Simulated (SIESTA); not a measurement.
**Ag under changes of volume**

One of the cells (17.048 Å³/atom); the others are scaled copies at fixed shape and fractional positions:

```
Ag
1.0
     0.00000    2.04275    2.04275
     2.04275    0.00000    2.04275
     2.04275    2.04275    0.00000
Ag
1
Direct
  0.00000 0.00000 0.00000
```

| Property | Result |
| --- | --- |
| Program | SIESTA 5.4.2 |
| Functional | PBE-libxc |
| Potentials or basis | PseudoDojo 0.4 standard (PBE files) |
| Basis | DZP (energy shift 0.002 Ry) |
| Grid cutoff | 800 Ry |
| Energy shift | 0.002 Ry |
| k mesh | 11 × 11 × 11 |
| Occupations | fermi-dirac, width 0.05 eV |
| Spin | no spin polarisation |

```csv
volume (Å³/atom),energy over the lowest point (meV/atom),pressure (GPa)
16.025,?,?
16.366,48.53,11.1
16.707,28.33,8.2
17.048,14.54,5.5
17.389,5.51,3.3
17.730,0.79,1.3
18.071,0.00,-0.5
```

Q: What does the run at 16.025 Å³/atom give?

A: Energy over the lowest point 75.35 meV/atom; pressure 14.4 GPa.

Worked out: A Birch-Murnaghan fit of order 3 (a polynomial in V^(-2/3)) to the other rows has its minimum at 17.99 Å³/atom with B0 = V·E''(V) = 80 GPa (rough, since the energies scatter). It gives 75.54 meV/atom at 16.025 Å³/atom, against the run's 75.35, and -dE/dV = 14.5 GPa, against 14.4.

Energies are extrapolated to zero smearing.

Caveats: semicore shells carry a single zeta, which can move pressures by several GPa and volumes by a few percent; the basis of atomic orbitals isn't converged, which shifts pressures, moduli and gaps.
